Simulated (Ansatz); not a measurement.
## Mn (bcc)

Level of theory: DFT, r²SCAN, scalar-relativistic, collinear spin; plane waves to 500 eV with PAW datasets (Ansatz 0.2.0), Γ-centred 20×20×20 mesh, 0.05 eV Gaussian smearing. The datasets are Ansatz's generated set soft_2.

```cif
data_structure
_symmetry_space_group_name_H-M 'P 1'
_symmetry_Int_Tables_number 1
_cell_length_a 2.4160
_cell_length_b 2.4160
_cell_length_c 2.4160
_cell_angle_alpha 109.471
_cell_angle_beta 109.471
_cell_angle_gamma 109.471
_cell_volume 10.86
loop_
_atom_site_label
_atom_site_type_symbol
_atom_site_fract_x
_atom_site_fract_y
_atom_site_fract_z
_atom_site_occupancy
Mn1 Mn 0.00000 0.00000 0.00000 1
```

At room temperature and ambient pressure Mn takes another structure.

The geometry is fixed. Moments are started on Mn in several ways. q is the propagation vector of an order in a doubled cell, in units of this cell's reciprocal vectors; doubled cells take an equivalent mesh or are counted from a ferromagnetic run in the same cell, unless said otherwise. Energies count from the first row, the state in which the cell was relaxed.

The starts:
- ferromagnetic
- no spin polarisation
- antiparallel, q = (0, 0, 1/2)
- antiparallel, q = (1/2, 1/2, 1/2)
- small parallel moments

Task: Which start ends lowest, and how far above it lies the solution without spin polarisation?

Result: Lowest: antiparallel, q = (1/2, 1/2, 1/2). Without spin polarisation the energy is 298 meV/atom higher.

| start | largest typed moment (μB) | ΔE (meV/atom) | gap on the mesh (eV) | P (GPa) | final spin moments (μB) |
| --- | --- | --- | --- | --- | --- |
| ferromagnetic | 1.22 | 0.0 | metal | 0.0 | Mn 1.11 |
| no spin polarisation | 0.00 | 100.7 | metal | -9.7 | none |
| antiparallel, q = (0, 0, 1/2) | 3.50 | -161.0 | metal | 19.0 | Mn 2.18, -2.18 |
| antiparallel, q = (1/2, 1/2, 1/2) | 3.50 | -197.0 | metal | 28.5 | Mn 3.12, -1.09 |
| small parallel moments | 0.50 | 0.0 | metal | 0.0 | Mn 1.11 |

These starts ended with a net moment, so they aren't compensated antiferromagnets: antiparallel, q = (1/2, 1/2, 1/2).

The program warned that a state may lie lower still than the lowest row, perhaps of another order.

The cell was relaxed in the state of the first row, and its shape doesn't suit: antiparallel, q = (0, 0, 1/2) (uneven stress of 5.4 GPa).

r²SCAN tends to overstate moments and magnetic energies in metals.

Without spin polarisation the pressure is 38.3 GPa lower than in the lowest state, so the magnetic solution wants the larger cell.

Only orders that fit these small cells were tried, so the real crystal's order may be another.

The run wasn't fully tested for a lower electronic state. The order of the orbitals lowers the symmetry, along an axis that is one of several equivalent ones. Site moments are of spin, integrated over atomic spheres.
